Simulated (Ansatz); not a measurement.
# TiO2 under changes of volume

One of the cells (12.226 Å³/atom); the others are scaled copies at fixed shape and fractional positions:

```
Ti O
1.0
     6.15358   -1.88347    0.00000
     6.15358    1.88347    0.00000
    -1.92833    0.00000    6.32897
Ti O
4 8
Direct
  0.90007 0.90007 0.28960
  0.19529 0.19529 0.28376
  0.09993 0.09993 0.71040
  0.80471 0.80471 0.71624
  0.36193 0.36193 0.29340
  0.26349 0.26349 0.65250
  0.86719 0.86719 0.99529
  0.73651 0.73651 0.34750
  0.94165 0.94165 0.63002
  0.13281 0.13281 0.00471
  0.63807 0.63807 0.70660
  0.05835 0.05835 0.36998
```

The cell comes from a database or a generator and needn't be the stable form of this composition.

| Property | Result |
| --- | --- |
| Program | Ansatz 0.2.0 |
| Functional | SVWN5 |
| Potentials or basis | Ansatz PAW |
| Cutoff | 420 eV (not typed: the program's choice for these potentials) |
| k mesh | 8 × 8 × 4 |
| Occupations | fermi-dirac, width 0.05 eV |
| Spin | no spin polarisation |

```tsv
volume (Å³/atom)	energy over the lowest point (meV/atom)	pressure (GPa)	gap on the mesh (eV)	largest force (eV/Å)
11.492	0.00	0.4	2.88	0.257
11.737	?	?	?	?
11.981	12.50	-8.2	2.73	0.156
12.226	27.94	-11.9	2.67	0.235
12.470	48.60	-15.2	2.60	0.330
12.715	74.04	-18.1	2.53	0.444
12.959	103.66	-20.7	2.47	0.559
```

What does the run at 11.737 Å³/atom give?

Energy over the lowest point 2.95 meV/atom; pressure -4.2 GPa; gap on the mesh 2.80 eV; largest force 0.136 eV/Å.

Worked out: A Birch-Murnaghan fit of order 3 (a polynomial in V^(-2/3)) to the other rows has its minimum at 11.51 Å³/atom with B0 = V·E''(V) = 223 GPa and B' = 4.1 at fixed shape and positions, which overstates the stiffness. It gives 2.99 meV/atom at 11.737 Å³/atom, against the run's 2.95, and -dE/dV = -4.2 GPa, against -4.2. A straight line through the other rows of the gap, of slope -3.41 eV per unit of ln V, gives 2.81 eV, against the run's 2.80.

Energies are extrapolated to zero smearing.

Caveats: the PAW data sets come from PBE, with cores solved anew for the run's functional, which leaves a small shift of forces and pressure.

A mesh can miss the band edges.
